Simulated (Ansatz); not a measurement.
**Sc: LAPW beside PAW**

Aim: solve Sc at one geometry with full-potential LAPW, frozen-core PAW and all-electron PAW on datasets made for the crystal, and see where they agree.

This is Sc in the fcc structure; at room conditions it is hcp.

Program: Ansatz 0.2.0. Level of theory: DFT PBE, scalar-relativistic. These are calculated values, not measurements.

1 further run of the same task is left out (set aside as unsound or not needed).

## (1) Starting point

It takes space group Fm-3m (No. 225, cubic). The conventional cell has a = 4.619 Å, b = 4.619 Å, c = 4.619 Å, α = 90.00°, β = 90.00°, γ = 90.00°. Sc (site symmetry m-3m) is surrounded by 12 Sc at 3.27 Å.

Coordinates:

```cif
data_structure
_symmetry_space_group_name_H-M 'P 1'
_symmetry_Int_Tables_number 1
_cell_length_a 3.2664
_cell_length_b 3.2664
_cell_length_c 3.2664
_cell_angle_alpha 60.000
_cell_angle_beta 60.000
_cell_angle_gamma 60.000
_cell_volume 24.64
loop_
_atom_site_label
_atom_site_type_symbol
_atom_site_fract_x
_atom_site_fract_y
_atom_site_fract_z
_atom_site_occupancy
Sc1 Sc 0.00000 0.00000 0.00000 1
```

The structure (fcc type) was typed from a prototype and relaxed by PAW; whether it is the ground state wasn't tested.

## (2) Full-potential LAPW

File input.yaml:

```yaml
crystal:
  lattice:
    - [0.0, 2.3097181002, 2.3097181002]
    - [2.3097181002, 0.0, 2.3097181002]
    - [2.3097181002, 2.3097181002, 0.0]
  atoms:
    - { symbol: Sc, position: [0.0, 0.0, 0.0] }
kpoints:
  mp_grid: { grid: [13, 13, 13] }
  band_path:
    path:
      - [0.0, 0.0, 0.0]
      - [0.5, 0.0, 0.5]
      - [0.625, 0.25, 0.625]
      - [0.375, 0.375, 0.75]
      - [0.0, 0.0, 0.0]
      - [0.5, 0.5, 0.5]
      - [0.5, 0.25, 0.75]
      - [0.5, 0.0, 0.5]
    npoints: 8
scf:
  occupations: { method: fermi_dirac, width: 0.03 }
hamiltonian:
  xc: pbe
  pseudopotentials: { kind: all_electron, lapw: { basis_error: 0.00025 } }
output:
  forces: true
  stress: true
  eigenvalues: true
  fatbands: true
  populations: true
  dos: { projected: true, de: 0.2, e_range: [-14, 8] }
```

## (3) Frozen-core PAW

input.yaml: that of step 2 with these lines changed.

```diff
@@ -24,3 +24,3 @@
   xc: pbe
-  pseudopotentials: { kind: all_electron, lapw: { basis_error: 0.00025 } }
+  pseudopotentials: { kind: paw }
 output:
@@ -29,4 +29,5 @@
   eigenvalues: true
-  fatbands: true
+  efg: { contact_densities: true }
   populations: true
+  bader: true
   dos: { projected: true, de: 0.2, e_range: [-14, 8] }
```

## (4) All-electron PAW on datasets made for the crystal

input.yaml: that of step 3 with these lines changed.

```diff
@@ -24,3 +24,3 @@
   xc: pbe
-  pseudopotentials: { kind: paw }
+  pseudopotentials: { kind: all_electron, datasets: crystal }
 output:
@@ -30,4 +30 @@
   efg: { contact_densities: true }
-  populations: true
-  bader: true
-  dos: { projected: true, de: 0.2, e_range: [-14, 8] }
```

(Steps that only read results are left out.)

What does the calculation give? Wanted: pressure; gap.

**Answer**, as computed:

| quantity | value |
| --- | --- |
| pressure | LAPW 0.00, PAW 0.00, crystal datasets 0.00 GPa |
| gap (LAPW) | none |

The pressure is within half a GPa of zero, so the volume is close to equilibrium at this level. With 11 electrons in the bands of a cell, and no spin, a band must be partly filled: it is a metal at this level. Sc 3d carries the largest share, 96 %, of the projected states within 0.3 eV of the Fermi level. The projection holds only the free atom's occupied shells (Sc 4s, Sc 3d in this range). PAW lies less than 0.01 GPa from LAPW in pressure.
